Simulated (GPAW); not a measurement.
Crystal: Zn.

```
Zn
1.0
     2.67000    0.00000    0.00000
    -1.33500    2.31229    0.00000
     0.00000    0.00000    4.96600
Zn
2
Cartesian
  1.3350 0.7708 3.7245
  0.0000 1.5415 1.2415
```

* Program: GPAW 26.7.0
* Task: relaxation of cell and atoms
* Functional: r2SCAN
* Potentials or basis: GPAW PAW data sets (gpaw-data 1.2.1)
* Cutoff: 600 eV
* Basis: pw
* k mesh: 8 × 8 × 4
* Occupations: fermi-dirac, width 0.05 eV
* Spin: no spin polarisation

At the start: pressure -4.3 GPa; volume 15.33 Å³/atom.

Q: Where does the relaxation end?

A: Over 17 steps the energy falls by 40.1 meV/atom and the volume is 14.20 Å³/atom (-7.4 %); space group P6_3/mmc (No. 194, to 0.05 Å).

The path:
```csv
step,energy change (eV),largest force (eV/Å),pressure (GPa),volume (Å³)
1,0.0000,0.0000,-4.31,30.66
2,-0.0050,0.0000,-3.92,30.47
3,-0.0134,0.0000,-3.14,30.11
4,-0.0227,0.0000,-2.02,29.63
5,-0.0309,0.0000,-0.65,29.09
6,-0.0363,0.0001,0.80,28.57
7,-0.0381,0.0001,1.81,28.16
8,-0.0468,0.0000,2.08,27.90
9,-0.0579,0.0000,2.31,27.77
10,-0.0714,0.0001,2.11,27.83
11,-0.0784,0.0001,1.08,28.10
12,-0.0785,0.0001,1.02,28.12
13,-0.0789,0.0001,0.89,28.15
14,-0.0793,0.0001,0.72,28.20
15,-0.0797,0.0001,0.50,28.26
16,-0.0800,0.0000,0.26,28.33
17,-0.0802,0.0000,0.01,28.40
```

Final structure:
```yaml
crystal:
  lattice:
    - [2.70199, 0.00000, 0.00000]
    - [-1.35100, 2.33999, 0.00000]
    - [0.00000, 0.00000, 4.49173]
  atoms:
    - { symbol: Zn, position: [0.66667, 0.33333, 0.75000] }
    - { symbol: Zn, position: [0.33333, 0.66667, 0.25000] }
```

Caveat: later steps reuse the first step's grids; the PAW data sets were made with another functional, which shifts forces and pressure a little.
